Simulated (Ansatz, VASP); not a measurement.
Given: the input of a run of VASP 6.6.1 on BN. The cell is a database's computed one, not the measured one.

The input INCAR:

```
SYSTEM = BN
  PREC = Accurate
  ENCUT = 600
  EDIFF = 1E-6
  ISMEAR = -1
  SIGMA = 0.05
  LREAL = .False.
  LASPH = .True.
  NELM = 80
  ALGO = Normal
  ISIF = 3
  LWAVE = .False.
  LCHARG = .False.
  GGA = RE
  IBRION = 2
  NSW = 60
  EDIFFG = -0.01
```

Contents of KPOINTS:

```
regular mesh
0
Gamma
  13 13 13
  0 0 0
```

Contents of POSCAR:

```
BN
1.0
    0.0000000000      1.8130010000      1.8130010000
    1.8130010000      0.0000000000      1.8130010000
    1.8130010000      1.8130010000      0.0000000000
N B
1 1
Direct
    0.2500000000      0.2500000000      0.2500000000
    0.0000000000      0.0000000000      0.0000000000
```

Potentials or basis: VASP PAW PBE potentials, release 64 (N, B).

The run is started by

```console
$ cat potpaw_PBE.64/N/POTCAR potpaw_PBE.64/B/POTCAR > POTCAR
$ mpirun -np 1 vasp_std > vasp.out
```

Translate it to Ansatz 0.2.0. Potentials or basis there: Ansatz PAW, cutoff 420 eV.

As run (cutoffs and basis follow the program's own potentials, and thresholds, step limits or extra output files can differ):

The input input.yaml:

```yaml
crystal:
  lattice:
    - [0.0, 1.813001, 1.813001]
    - [1.813001, 0.0, 1.813001]
    - [1.813001, 1.813001, 0.0]
  atoms:
    - { symbol: "N", position: [0.25, 0.25, 0.25] }
    - { symbol: B, position: [0.0, 0.0, 0.0] }
hamiltonian:
  xc: revpbe
  pseudopotentials: { kind: paw }
kpoints:
  mp_grid: { grid: [13, 13, 13] }
scf:
  occupations: { method: fermi_dirac, width: 0.05 }
output:
  forces: true
  stress: true
  eigenvalues: true
  write_density: true
  write_potential: true
  elf: true
  volumetric_format: npy
relax:
  f_tol: 0.01
  max_steps: 40
  cell: { stress_tol: 0.05 }
```

Potentials or basis: Ansatz PAW.

Run with:

```console
$ ansatz run input.yaml --threads 2 --pin off --max-ram 5632MiB --backend cpu --events-out ev --progress --plain --runs-dir out
```

Both were run:

|  | VASP | Ansatz |
| --- | --- | --- |
| Relaxed volume | 6.02 Å³/atom | 6.02 Å³/atom |
| Relaxed cell | a = 2.573 Å, b = 2.573 Å, c = 2.573 Å, α = 60.00°, β = 60.00°, γ = 60.00° | a = 2.573 Å, b = 2.573 Å, c = 2.573 Å, α = 60.00°, β = 60.00°, γ = 60.00° |
| Space group after relaxing | F-43m (No. 216) | F-43m (No. 216) |
| Pressure after relaxing | 0.0 GPa | 0.0 GPa |

Ansatz's pressure holds a Pulay term of +0.97 GPa for its cutoff of 420 eV, which the other run lacks.

VASP's potentials were made for PBE. Ansatz's potentials were made for PBE.

Where Ansatz's input types no cutoff or centring, it takes its own default and a Γ-centred mesh.

Pressure is positive in compression.
